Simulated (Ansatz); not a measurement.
Two-dimensional strain map in NaI

The calculation used Ansatz, DFT PBE, scalar-relativistic, plane waves, PAW. The runs took a 420 eV cutoff, a Γ-centred 6×6×6 mesh and Gaussian smearing (0.05 eV). No spin polarisation. Energies are free energies at this smearing, counted from the undisturbed cell; pressure is positive in compression.

Reference structure (as given, not relaxed at this level; it stands at 0.4 GPa):

```xyz
2
Lattice="0.0000 3.2364 3.2364 3.2364 0.0000 3.2364 3.2364 3.2364 0.0000" Properties=species:S:1:pos:R:3 pbc="T T T"
Na    0.0000    0.0000    0.0000
I     3.2364    3.2364    3.2364
```

The cell is strained by p along both x and y and by q along z, fractional coordinates fixed. Points are written (p, q).

Energy above the undisturbed cell in meV/atom (a dash: not computed):

| p \ q | -0.030 | -0.015 | 0.000 | 0.015 | 0.030 |
| --- | --- | --- | --- | --- | --- |
| -0.030 | 24.1 | 18.2 | 14.4 | 12.3 | 11.6 |
| -0.015 | 12.8 | 7.8 | ? | 3.5 | 3.5 |
| 0.000 | 6.4 | ? | 0.0 | -0.6 | 0.2 |
| 0.015 | ? | 0.6 | -0.8 | ? | 0.9 |
| 0.030 | 4.9 | 2.4 | 1.8 | 2.7 | 4.9 |

Task: Fill in the withheld energies.

Result: (-0.015, 0.000): 4.8; (0.000, -0.015): 2.2; (0.015, -0.030): 4.0; (0.015, 0.015): -0.6.